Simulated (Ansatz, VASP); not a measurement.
**ZrC: VASP beside Ansatz**

```xyz
2
Lattice="0.0000 2.3556 2.3556 2.3556 0.0000 2.3556 2.3556 2.3556 0.0000" Properties=species:S:1:pos:R:3 pbc="T T T"
Zr    2.3556    2.3556    2.3556
C     0.0000    0.0000    0.0000
```

Alike in both runs: task single point; functional PBE; k mesh 10 × 10 × 10; occupations fermi-dirac, width 0.02 eV; no spin polarisation.

|  | VASP | Ansatz |
| --- | --- | --- |
| version | VASP 6.6.1 | Ansatz 0.2.0 |
| potentials or method | VASP PAW PBE potentials, release 64 (Zr_sv, C) | plane waves, PAW |
| plane-wave cutoff (eV) | 520 | 420 |
| valence electrons in the cell | 16 | 16 |

```tsv
	VASP	Ansatz	Ansatz less VASP
pressure (GPa)	-0.1	-0.4	-0.24
```

The functional is the same, so the differences come from potentials, cutoffs and numerics.
